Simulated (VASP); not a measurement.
MnAs, 2 atoms in the cell. It takes space group R-3m (No. 166, trigonal). Conventional cell: a = 3.666 Å, b = 3.666 Å, c = 9.060 Å, α = 90.00°, β = 90.00°, γ = 120.00°. Around Mn (site symmetry -3m) lie 6 As at 2.60 Å. As (site symmetry -3m) has 6 Mn at 2.60 Å as nearest neighbours. The cell was built by a generator and needn't be a form met in nature.

| Property | Result |
| --- | --- |
| Program | VASP 6.6.1 |
| Task | single point |
| Functional | PBE |
| Potentials or basis | VASP PAW PBE potentials, release 64 (Mn_pv, As) |
| Cutoff | 520 eV |
| k mesh | 6 × 6 × 6 |
| Occupations | gaussian, width 0.1 eV |
| Spin | collinear spin, typed start |
| Starting moments | [4.0, 0.0] μB |
| Dipole correction | no |
| Further INCAR settings | ALGO = Normal; EDIFF = 1e-06; NBANDS = 20 |

Potentials or basis: VASP PAW PBE potentials, release 64 (Mn_pv, As).

Run with:

```sh
$ cat potpaw_PBE.64/Mn_pv/POTCAR potpaw_PBE.64/As/POTCAR > POTCAR
$ mpirun -np 1 vasp_std > vasp.out
```

Hardware: 1 thread of Intel(R) Xeon(R) Platinum 8488C (Sapphire Rapids) (shared host).

Question: Estimate the wall time of this run.

Answer: Wall time 43 s on 1 thread of Intel(R) Xeon(R) Platinum 8488C (Sapphire Rapids), on a shared host, peak memory 0.18 GiB. Counts: scf iterations 15, k points 32.
